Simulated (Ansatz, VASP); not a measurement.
## Two plane-wave programs on Y

The input POSCAR:

```
Y
1.0
    0.0000000000      2.4838661918      2.4838661918
    2.4838661918      0.0000000000      2.4838661918
    2.4838661918      2.4838661918      0.0000000000
Y
1
Direct
    0.0000000000      0.0000000000      0.0000000000
```

File INCAR.step1:

```
ALGO = Normal
EDIFF = 1E-4
ENCUT = 520
GGA = PE
ISMEAR = -1
LASPH = T
LCHARG = F
LREAL = F
LWAVE = T
NBANDS = 12
NELM = 100
PREC = Accurate
SIGMA = 0.1
```

The input INCAR.step2:

```
ALGO = Normal
EDIFF = 1E-6
ENCUT = 520
ISIF = 2
ISMEAR = -1
ISTART = 1
LASPH = T
LCHARG = F
LMIXTAU = T
LREAL = F
LWAVE = F
METAGGA = R2SCAN
NBANDS = 12
NELM = 100
PREC = Accurate
SIGMA = 0.1
```

File KPOINTS:

```
k-points
0
Gamma
  12 12 12
```

Input for Ansatz:

```yaml
crystal:
  lattice:
    - [0.0, 2.4838661918, 2.4838661918]
    - [2.4838661918, 0.0, 2.4838661918]
    - [2.4838661918, 2.4838661918, 0.0]
  atoms:
    - { symbol: "Y", position: [0.0, 0.0, 0.0] }
hamiltonian:
  xc: r2scan
  pseudopotentials:
    kind: paw
    azcp:
      "Y": "pseudopotentials/Y.paw.azcp"
basis:
  ecutwfc: 500
  fft_grid_basis: typed
kpoints:
  mp_grid: { grid: [12, 12, 12], shift: [0, 0, 0] }
magnetization:
  spin_polarized: false
scf:
  occupations: { method: fermi_dirac, width: 0.1 }
  lower_state_search: "off"
output:
  stress: true
```

Alike in both runs: task single point; functional r2SCAN; k mesh 12 × 12 × 12; occupations fermi-dirac, width 0.1 eV; no spin polarisation.

```csv
,VASP,Ansatz
version,VASP 6.6.1,Ansatz 0.2.0
potentials or method,"VASP PAW PBE potentials, release 64 (Y_sv)","plane waves (500 eV) with PAW, scalar-relativistic"
plane-wave cutoff (eV),520,500
valence electrons in the cell,11,11
```

Ansatz gave:

* pressure (GPa): 3.5

**Question.** Estimate VASP's values.

**Answer.** Pressure (GPa): 3.7.

The functional is the same, so the differences come from potentials, cutoffs and numerics.

Caveats: the PAW data sets were made with another functional, which shifts forces and pressure a little (VASP).
